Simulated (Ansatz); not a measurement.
Candidate structures of NbAs

Method: DFT, PBE, all-electron LAPW, scalar-relativistic (Ansatz 0.2.0).

Each cell is taken as listed (from a database or a relaxation; residual pressures are under 0.6 GPa and forces under 0.08 eV/Å), on meshes of about 0.2 Å⁻¹ spacing; energies are extrapolated to zero smearing, with no zero-point or thermal terms. Other structures, the observed one among them, may be missing from this set and lie lower. No run is spin-polarised.

(1) Order the structures by energy per atom, lowest first, and give the differences.
A.
```cif
data_structure
_symmetry_space_group_name_H-M 'Fm-3m'
_symmetry_Int_Tables_number 225
_cell_length_a 5.2752
_cell_length_b 5.2752
_cell_length_c 5.2752
_cell_angle_alpha 90.000
_cell_angle_beta 90.000
_cell_angle_gamma 90.000
_cell_volume 146.80
loop_
_atom_site_label
_atom_site_type_symbol
_atom_site_symmetry_multiplicity
_atom_site_Wyckoff_symbol
_atom_site_fract_x
_atom_site_fract_y
_atom_site_fract_z
_atom_site_occupancy
Nb1 Nb 4 a 0.00000 0.00000 0.00000 1
As1 As 4 b 0.50000 0.00000 0.00000 1
```
(rocksalt type, relaxed by us; 11×11×11 mesh on the primitive cell, smearing 0.05 eV, P = 0.0 GPa)
B.
```cif
data_structure
_symmetry_space_group_name_H-M 'P6_3mc'
_symmetry_Int_Tables_number 186
_cell_length_a 3.4000
_cell_length_b 3.4000
_cell_length_c 8.3619
_cell_angle_alpha 90.000
_cell_angle_beta 90.000
_cell_angle_gamma 120.000
_cell_volume 83.71
loop_
_atom_site_label
_atom_site_type_symbol
_atom_site_symmetry_multiplicity
_atom_site_Wyckoff_symbol
_atom_site_fract_x
_atom_site_fract_y
_atom_site_fract_z
_atom_site_occupancy
Nb1 Nb 2 b 0.33333 0.66667 0.03663 1
As1 As 2 b 0.33333 0.66667 0.33937 1
```
(wurtzite type, relaxed by us; 9×9×5 mesh on the primitive cell, smearing 0.08 eV, P = 0.0 GPa)

Answers

(1) A (0 meV/atom), B (328 meV/atom).
